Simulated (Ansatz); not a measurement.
A plane-wave DFT run in Ansatz 0.2.0 (scalar-relativistic PAW potentials unless the input names others): input and command.

```yaml
crystal:
  lattice:
    - [3.8833783959, 0.0, 0.0]
    - [-1.9416891979, 3.3631043433, 0.0]
    - [0.0, 0.0, 4.72211509]
  atoms:
    - { symbol: Al, position: [0.0, 0.0, 0.0] }
    - { symbol: Al, position: [0.3333333333, 0.6666666667, 0.6468386835] }
    - { symbol: Al, position: [0.6666666667, 0.3333333333, 0.3531613165] }
    - { symbol: Ni, position: [0.3333333333, 0.6666666667, 0.1462355222] }
    - { symbol: Ni, position: [0.6666666667, 0.3333333333, 0.8537644778] }
basis:
  ecutwfc: 420
kpoints:
  mp_grid: { grid: [12, 12, 8] }
hamiltonian:
  xc: pbesol
scf:
  occupations: { method: gaussian, width: 0.1 }
  mixing: { preconditioner: local_kerker }
output:
  forces: true
  eigenvalues: true
  stress: true
relax:
  adjacent_minimum: "off"
  f_tol: 0.008
  max_steps: 50
  cell: { stress_tol: 0.08, p_target: 15.0 }
```

```bash
ansatz run input.yaml --threads 1 --pin off --max-ram 2560MiB --backend cpu --events-out ev --progress --plain --runs-dir out
```

Abridged log:
```
Pseudopotentials: kind: paw
Pseudopotential: Al, paw, valence charge 3, recommended cutoff 420 eV (normal)
Pseudopotential: Ni, paw, valence charge 18, recommended cutoff 420 eV (normal)
Functional definition: PBEsol
Crystal: 5 atoms, lattice volume = 61.672 Å³
Basis set: ecut = 420 eV, 1215 PW (Γ), exchange–correlation on 54×54×64 points (8 copies of the dense FFT grid, shifted against one another)
Bands: 28, of which v1, the nominal top of the filled ones, is band 23 counted from 1 (22 counted from 0)
Symmetry: 12 space group operations
Space group: P-3m1 (ITA 164), of the structure as read, at distance tolerance 4.0e-5 Å
k-points: 131 of 1152
Initial density: superposition of atomic densities (neutral atoms: chi_scale 0, normalization atom), corrected by the library's trained network
Initial wavefunctions: pseudopotential atomic-orbital guess
Functional: x = pbesol(κ = 0.804, μ = 0.12345679), c = pbesol(β = 0.046)
SCF iter   1: F=—  HF=-13186.461348 eV  |F-HF|=—  |Δ(HF+E_count)|=         —  Δρ=1.82e-2  dr2=1.20e-1  ethr=1.77e-3  ⟨swp⟩=6.4  Hψ=17012  notcnv=0
SCF iter   2: F=—  HF=-13186.473499 eV  |F-HF|=—  |Δ(HF+E_count)|=   1.22e-2  Δρ=2.35e-2  dr2=2.31e-1  ethr=2.67e-4  ⟨swp⟩=2.8  Hψ=8084  notcnv=0  defer=153
SCF iter   3: F=—  HF=-13186.445158 eV  |F-HF|=—  |Δ(HF+E_count)|=   2.83e-2  Δρ=5.21e-3  dr2=1.43e-2  ethr=2.67e-4  ⟨swp⟩=2.0  Hψ=5359  notcnv=0  defer=153
SCF iter   4: F=—  HF=-13186.443120 eV  |F-HF|=—  |Δ(HF+E_count)|=   2.04e-3  Δρ=6.33e-4  dr2=1.54e-4  ethr=3.17e-5  ⟨swp⟩=2.3  Hψ=5003  notcnv=0  defer=153
SCF iter   5: F=—  HF=-13186.443125 eV  |F-HF|=—  |Δ(HF+E_count)|=   5.88e-6  Δρ=1.72e-4  dr2=1.26e-5  ethr=3.43e-7  ⟨swp⟩=2.4  Hψ=5583  notcnv=0  defer=153
SCF iter   6: F=—  HF=-13186.443077 eV  |F-HF|=—  |Δ(HF+E_count)|=   4.87e-5  Δρ=7.21e-5  dr2=2.28e-6  ethr=2.79e-8  ⟨swp⟩=1.1  Hψ=3546  notcnv=0  defer=152
SCF iter   7: F=—  HF=-13186.443076 eV  |F-HF|=—  |Δ(HF+E_count)|=   2.38e-7  Δρ=2.30e-5  dr2=2.06e-7  ethr=5.07e-9  ⟨swp⟩=2.0  Hψ=4757  notcnv=0  defer=152
SCF iter   8: F=-13186.443076 eV  HF=-13186.443076 eV  |F-HF|=3.24e-9  |Δ(HF+E_count)|=   1.02e-8  Δρ=3.12e-6  dr2=3.42e-9  ethr=2.22e-10  ⟨swp⟩=7.8  Hψ=16210  notcnv=0
SCF 1 converged in 8 iterations: F = -13186.443076 eV  dr2 = 3.42e-9
relax step   1: F+E_penalty+E_count = -13186.44307646 eV  Δ(F+E_penalty+E_count) = +0.000e0 eV  max|allowed force component| = 6.851e-2 eV/Å  Δτ_max = 0.0000 Å  P = +15.486 GPa  Ω = 61.672 Å³  (8 SCF iters, dr2 threshold 1.00e-7 eV, accepted)
Crystal: 5 atoms, lattice volume = 61.752 Å³
Initial density: handed on by an earlier stage of this run
Initial wavefunctions: those handed on with the density
   ...
SCF iter   2: F=—  HF=-13186.455679 eV  |F-HF|=—  |Δ(HF+E_count)|=   7.12e-5  Δρ=1.79e-4  dr2=2.30e-5  ethr=2.91e-7  ⟨swp⟩=2.2  Hψ=5149  notcnv=0
SCF iter   3: F=—  HF=-13186.455680 eV  |F-HF|=—  |Δ(HF+E_count)|=   7.50e-7  Δρ=3.80e-4  dr2=5.90e-5  ethr=5.11e-8  ⟨swp⟩=2.9  Hψ=6712  notcnv=0  recentre
SCF iter   4: F=—  HF=-13186.455672 eV  |F-HF|=—  |Δ(HF+E_count)|=   7.47e-6  Δρ=2.82e-5  dr2=4.31e-7  ethr=5.11e-8  ⟨swp⟩=2.0  Hψ=5145  notcnv=0
SCF iter   5: F=-13186.455672 eV  HF=-13186.455672 eV  |F-HF|=2.86e-8  |Δ(HF+E_count)|=   9.29e-8  Δρ=1.04e-5  dr2=3.64e-8  ethr=5.42e-10  ⟨swp⟩=5.2  Hψ=16575  notcnv=0
SCF 3 converged in 5 iterations: F = -13186.455672 eV  dr2 = 3.64e-8
relax step   3: F+E_penalty+E_count = -13186.45567203 eV  Δ(F+E_penalty+E_count) = -4.665e-3 eV  max|allowed force component| = 2.244e-3 eV/Å  Δτ_max = 0.0014 Å  P = +15.003 GPa  Ω = 61.801 Å³  energy of the carried Pulay correction = -5.442e-5 eV  (5 SCF iters, dr2 threshold 2.44e-7 eV, accepted)
Initial wavefunctions: pseudopotential atomic-orbital guess (no wavefunctions were taken with the density)
SCF iter   1: F=—  HF=-13186.455758 eV  |F-HF|=—  |Δ(HF+E_count)|=         —  Δρ=1.28e-4  dr2=2.61e-7  ethr=5.33e-7  ⟨swp⟩=2.7  Hψ=24868  notcnv=0
SCF iter   2: F=—  HF=-13186.455721 eV  |F-HF|=—  |Δ(HF+E_count)|=   3.71e-5  Δρ=6.55e-5  dr2=1.23e-7  ethr=5.79e-10  ⟨swp⟩=2.2  Hψ=6664  notcnv=0
SCF iter   3: F=—  HF=-13186.455721 eV  |F-HF|=—  |Δ(HF+E_count)|=   2.04e-7  Δρ=3.91e-5  dr2=3.08e-7  ethr=2.74e-10  ⟨swp⟩=3.0  Hψ=6726  notcnv=0  recentre
SCF iter   4: F=-13186.455721 eV  HF=-13186.455721 eV  |F-HF|=7.09e-11  |Δ(HF+E_count)|=   4.33e-9  Δρ=6.03e-7  dr2=9.67e-11  ethr=1.00e-12  ⟨swp⟩=5.3  Hψ=19443  notcnv=0
SCF 4 converged in 4 iterations: F = -13186.455721 eV  dr2 = 9.67e-11
SCF converged after 4 iterations
Free energy (F): -13186.455721 eV
Harris-Foulkes:  -13186.455721 eV  (|F-HF|=7.09e-11)
Internal energy: -13186.449672 eV  (E = F + TS)
E sigma→0 (E₀):  -13186.452697 eV
Entropy (-TS):   -0.006049 eV (-1.210 meV/atom)
Fermi energy:    12.593049 eV
--- Forces (eV/Å), atoms counted from 1 ---
  atom   1  Al     0.00000000     0.00000000     0.00000000
  atom   2  Al     0.00000000     0.00000000     0.00095146
  atom   3  Al     0.00000000     0.00000000    -0.00095146
  atom   4  Ni     0.00000000     0.00000000     0.00226016
  atom   5  Ni     0.00000000     0.00000000    -0.00226016
--- Stress (GPa, compression-positive) ---
       15.001813       0.000000       0.000000
        0.000000      15.001813       0.000000
        0.000000       0.000000      15.009536
  P = ⅓ Tr σ = 15.0044 GPa (150.044 kbar)
--- Relaxed structure (3 steps of the walk, 3 accepted, 1 SCFs on fresh bases) ---
  F+E_penalty+E_count = -13186.45572115 eV   max|allowed force component| = 2.260e-3 eV/Å   (the final SCF, on the basis selected at the relaxed cell)
  cell:  # Å, volume = 61.8008 Å³
    - [3.88448437, 0.0, 0.0]
    - [-1.94224218, 3.36406215, 0.0]
    - [0.0, 0.0, 4.72929476]
  atoms:
    - { symbol: Al, position: [0.0, 0.0, 0.0] }
    - { symbol: Al, position: [0.33333333, 0.66666666, 0.64622241] }
    - { symbol: Al, position: [0.66666666, 0.33333333, 0.35377758] }
    - { symbol: Ni, position: [0.33333333, 0.66666666, 0.14668549] }
    - { symbol: Ni, position: [0.66666666, 0.33333333, 0.85331450] }
```

Apart from outputs and empty bands, the input differs from a reference run on usual settings in scf.mixing.preconditioner: not typed → "local_kerker". The reference, at the same start, ended its own course with pressure 15.00 GPa, largest force 0.002 eV/Å, no gap on the mesh. This run converged in 22 SCF iterations over all its steps (reference: 24) with an energy at zero smearing within 0.01 meV/atom of the reference's, pressure 15.00 GPa, largest force 0.002 eV/Å, no gap on the mesh.

Time: 50 s on 1 thread of Arm Neoverse V2 (shared host), peak memory 0.45 GiB.